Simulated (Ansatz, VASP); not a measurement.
# SnSe in VASP and in Ansatz

The input INCAR:

```
  PREC = Accurate
  ENCUT = 520
  EDIFF = 1E-7
  ISMEAR = -1
  SIGMA = 0.1
  LREAL = False
  LASPH = True
  NELM = 80
  ALGO = Normal
  ISIF = 2
  LWAVE = False
  LCHARG = True
  GGA = PE
  LELF = True
  LVHAR = True
  NBANDS = 17
```

KPOINTS

```
regular mesh
0
Gamma
  14 14 14
```

File POSCAR:

```
SnSe
1.0
    2.9208544810      0.0000000000      0.0000000000
    0.0000000000      2.9208544810      0.0000000000
    0.0000000000      0.0000000000      2.9208544810
Sn Se
1 1
Direct
    0.0000000000      0.0000000000      0.0000000000
    0.5000000000      0.5000000000      0.5000000000
```

Input for Ansatz:

```yaml
crystal:
  lattice:
    - [2.920854481, 0.0, 0.0]
    - [0.0, 2.920854481, 0.0]
    - [0.0, 0.0, 2.920854481]
  atoms:
    - { symbol: Sn, position: [0.0, 0.0, 0.0] }
    - { symbol: Se, position: [0.5, 0.5, 0.5] }
kpoints:
  mp_grid: { grid: [14, 14, 14] }
scf:
  occupations: { method: fermi_dirac, width: 0.1 }
hamiltonian:
  xc: pbe
  pseudopotentials: { kind: all_electron, lapw: { basis_error: 0.001 } }
output:
  forces: true
  stress: true
  eigenvalues: true
  populations: true
```

Change from the starting cell: volume scaled by 0.5, LAPW.

Alike in both runs: task single point; functional PBE; k mesh 14 × 14 × 14; occupations fermi-dirac, width 0.1 eV; no spin polarisation.

```csv
,VASP,Ansatz
version,VASP 6.6.1,Ansatz 0.2.0
potentials or method,"VASP PAW PBE potentials, release 64 (Sn_d, Se)","all-electron LAPW, scalar-relativistic"
plane-wave cutoff (eV),520,see its input
```

|  | VASP | Ansatz | Ansatz less VASP |
| --- | --- | --- | --- |
| pressure (GPa) | 170.3 | 169.1 | -1.28 |

Ansatz ran all-electron here, so the differences hold the error of VASP's frozen core and of both bases.

Caveats: the cell as given lies far from equilibrium; so large a pressure means that the cell lies far from this level's equilibrium, or that cutoff or potentials fall short (VASP).
